Q: I have the levels of rock-salt tin telluride at seven k points. Where in this table do I find the gap?

Kohn–Sham levels of rock-salt SnTe (two-atom cell) from ABACUS 3.10.1 with PBE, PseudoDojo NC SR 0.4.1 PBE standard pseudopotentials and a TZDP atomic-orbital basis, without spin polarisation or spin–orbit coupling. The k mesh is 7×7×7, with Fermi–Dirac smearing of 0.05 eV. Energies count from the valence top on the mesh, level numbers outwards from the gap.

```tsv
point a (reciprocal cell vector)	point b (reciprocal cell vector)	point c (reciprocal cell vector)	level point (row)	level under 4 (eV)	level under 3 (eV)	level under 2 (eV)	level under 1 (eV)	level over 1 (eV)	level over 2 (eV)
0.0000	0.0000	0.0000	1	-4.454	-1.890	-1.890	-1.890	3.675	3.675
0.2857	0.2857	0.2857	2	-6.799	-1.760	-1.760	-0.556	1.553	1.553
0.4286	0.4286	0.4286	3	-7.922	-1.601	-1.601	0.000	0.684	0.729
0.2857	0.2857	0.0000	4	-6.289	-2.978	-2.978	-2.489	3.025	3.185
0.4286	0.4286	0.0000	5	-6.398	-4.842	-3.437	-3.437	2.537	5.111
0.4286	0.2857	0.1429	6	-6.930	-3.439	-2.509	-1.396	1.887	2.664
-0.4286	0.4286	0.1429	7	-6.967	-4.661	-3.913	-1.980	2.755	3.494
```

A: Look for the point where the highest filled level and the lowest empty level lie. Both are at level point 3, with 0.684 eV between them, so the gap on this mesh is direct. The columns point a, b and c give the position in units of the reciprocal cell vectors. The zone centre Γ is at (0, 0, 0) and the zone-face point L at (½, ½, ½), so points 1, 2 and 3 lie on the line from Γ towards L. Energies count from the highest filled level on the mesh, which is why point 3 shows a zero.

Q: At Γ the same distance is 5.565 eV. Which side closes it, the filled levels or the empty ones?

A: Both do, and the empty ones do more. From point 1 to point 3 the top filled level rises by 1.89 eV, while the lowest empty level falls by 2.99 eV. The printed output after this exchange has these differences. Two movements of such size call for two explanations, and both start from the signs of the orbitals on neighbouring atoms.

Q: Then start with the filled side. Why does its top rise towards L?

A: The four filled levels in the table come mainly from the tin 5s shell and the three tellurium 5p orbitals. Take a tellurium p orbital that points at two tin atoms, one on either side. At Γ the tin s orbitals on both sides have the same sign, but the two lobes of the p orbital have opposite signs, so the two overlaps cancel and s and p cannot mix. At L the tin s orbitals change sign across the tellurium atom, and the overlaps add. The two levels then repel each other: the p level goes up and the tin s level goes down. Since both are filled, the upper, antibonding one becomes the valence top on the way to L. On this line a single empty level has the same symmetry, so the two mix as they approach. By point 3 they are expected to share the tin s character, and at L to have traded places, as the band edges of tin telluride are known to do. A table without the point L and without orbital weights cannot show this.

Q: That is a neat picture, but do the numbers show that the s shell is responsible?

A: They offer a partial control. On this line only the p combination that points along the line can mix with s; for the two perpendicular combinations the contributions of the three cube axes cancel. Those two stay together as a pair, and from point 1 to point 3 the pair rises by only 0.29 eV. The single level ends 1.60 eV above it.

The deepest of the four levels moves the other way, as a repelled partner should. It falls by 3.47 eV, though, which is much more than the top rises. Part of that fall has another origin: at Γ the tellurium 5s shell pushes the tin 5s level up, and this push fades towards L. The top level, for its part, is expected to be held down near point 3 by the single empty level just above it. The table thus shows the pattern that symmetry demands for s–p mixing, but the shifts are not a clean measure of its strength, because direct overlap between tellurium atoms acts on the same levels. On the way to L that overlap by itself would set the single level below the pair, so its place above the pair speaks for the s shell.

Q: And the empty side? Tin 5s is filled, so it can hardly pull the conduction band down.

A: Here the partners are tin 5p, which makes up most of the low conduction levels, and tellurium 5p. The sign rule now works in reverse. Between p orbitals on neighbouring atoms the overlaps on both sides add at Γ and cancel at L. Near Γ the filled and empty p levels are therefore pushed far apart, and near L this push is released. The distance from the filled pair to its empty counterpart shrinks from 5.57 eV at point 1 to 3.31 eV at point 2 and 2.33 eV at point 3, if the second empty level there is taken as part of the pair.

The simplest version of this picture fails in one respect. Two levels that merely repel each other would move by equal amounts, yet the empty pair comes down by nearly 3 eV while the filled pair hardly moves. Overlap between the orbitals raises an antibonding level more than it lowers the bonding one, which would act in the right direction. So would mixing of each pair with d orbitals of the neighbouring atoms, which follows the same sign rule as s–p mixing, is switched on towards L and lowers both pairs. Overlap between atoms of the same kind can shift both pairs as well, and the table cannot tell how much each effect contributes.

Q: Could I use the sign rule to predict another direction, or another compound?

A: Try the point X at (½, ½, 0), which level point 5 approaches. At X the tin orbitals on either side of a tellurium atom have the same sign again, as at Γ. The s–p mixing is switched off and the p–p push is back, so the gap should be wide. The table has 5.974 eV at point 5, even more than at Γ. The extra width comes from the filled side alone, whose top lies 1.55 eV lower than at Γ. The lowest empty level is lower too, by 1.14 eV, and the sign rule does not explain that. Near X this level is expected to be of d type rather than tin p, so this gap is not the p–p distance. If the second empty level is the partner of the filled pair, that distance is 8.55 eV, well above its value at Γ.

For another compound, ask first whether the metal keeps a filled s shell. In strontium telluride, which has the same structure, strontium has given up both its outer s electrons. No filled s level of the metal lies close below the tellurium p levels to push them up near L, and the valence top stays at Γ. The lone pair of tin is what moves the valence top of tin telluride away from Γ and towards L.

Q: So may I quote 0.684 eV as the gap of this model?

A: Only as an upper limit. A mesh with seven divisions contains Γ but steps over L, and point 3 stops at six sevenths of the way. To see how much the last stretch matters, continue the gap in a straight line. From point 2 to point 3 it drops by $2.109-0.684=1.425$ eV, and the stretch from point 3 to L is half as long as that step. The line therefore loses another $1.425/2\approx0.71$ eV and arrives at

$$0.684-0.71\approx-0.03\ \text{eV}.$$

The unsampled stretch could thus use up the whole gap.

This is a measure of ignorance and no prediction of a closed gap. Both numbers that define the line come from the table, and there is no level at L to test it. Nor does the line follow one band: the lowest empty level belongs to a pair at point 2 and is a single level at point 3. The line is also known to be too steep at its end: levels on the two sides of L mirror each other, so a smooth band must flatten there unless two bands meet. The gap at L should therefore lie above the line, but it is still expected to be small: part of the gap at point 3 is repulsion between the two single levels, and at L, where they have opposite parity, this repulsion vanishes. Only a calculation at L can give the value.

Q: The levels are printed to a thousandth of an electronvolt. Which digits should I believe, and what should I run next?

A: Believe the direction and rough size of the shifts of several electronvolts along the line, which small changes of method are not expected to undo. Don't build on the order of the two empty levels at point 3, which are 0.045 eV apart. Spin–orbit coupling is left out here, and in elements as heavy as tin and tellurium it moves p levels by some tenths of an electronvolt. The atomic orbitals of the basis are home-made, and this single run cannot show how large their error is, above all for the empty levels. The cell matters too: in this functional it is under a pressure of about 2.4 GPa, and the gap near L responds to volume.

For the same reasons a difference between 0.684 eV and a measured gap is no verdict on the functional. Choose a Γ-centred mesh with an even number of divisions, which contains L, and then compute the levels from the converged density along two lines that meet at L, one from Γ and one from the zone corner W. The second line matters because, without spin–orbit coupling, band edges that have traded places at L cross on the way to W and not on the way to Γ, and the model then has no gap at all. If the valence top turns out higher than at point 3, the zero moves and every printed energy shifts by the same amount, but the distances between levels at a given point stay as they are. Then switch on spin–orbit coupling and settle the cell volume. Only after these steps is it worth asking whether the functional itself makes the gap too large or too small.

Numerical output:

```
Direct gap at each point:
      row  direct gap in eV
      0.0             5.565
   0.2857             2.109
   0.4286             0.684
   0.2857             5.514
   0.4286             5.974
   0.4286             3.283
  -0.4286             4.735
Part of the way from Gamma to L reached by point 3 in percent: 85.72
Rise of the top valence level from point 1 to point 3 in eV: 1.89
Fall of the lowest conduction level from point 1 to point 3 in eV: 2.991
Shrinking of the direct gap from point 1 to point 3 in eV: 4.881
Share of the valence side in this shrinking in percent: 38.72
Rise of the valence pair from point 1 to point 3 in eV: 0.289
Fall of the deepest printed valence level from point 1 to point 3 in eV: 3.468
Single valence level above the pair at point 2 in eV: 1.204
Single valence level above the pair at point 3 in eV: 1.601
Single valence level above the pair at point 4 in eV: 0.489
Valence pair above the next single level at point 5 in eV: 1.405
Distance from valence pair to conduction pair at point 1 in eV: 5.565
Distance from valence pair to conduction pair at point 2 in eV: 3.313
Distance from valence pair to second conduction level at point 3 in eV: 2.33
Spacing of the two printed conduction levels at point 3 in eV: 0.045
Smallest direct gap among points 4 to 7 in eV: 3.283
Highest valence level among points 4 to 7 in eV: -1.396
Drop of the direct gap from point 2 to point 3 in eV: 1.425
Step left from point 3 to L as part of the step from 2 to 3: 0.4997
Further drop up to L if the gap went on in a straight line in eV: 0.712
Gap at L on that straight line in eV: -0.028
```
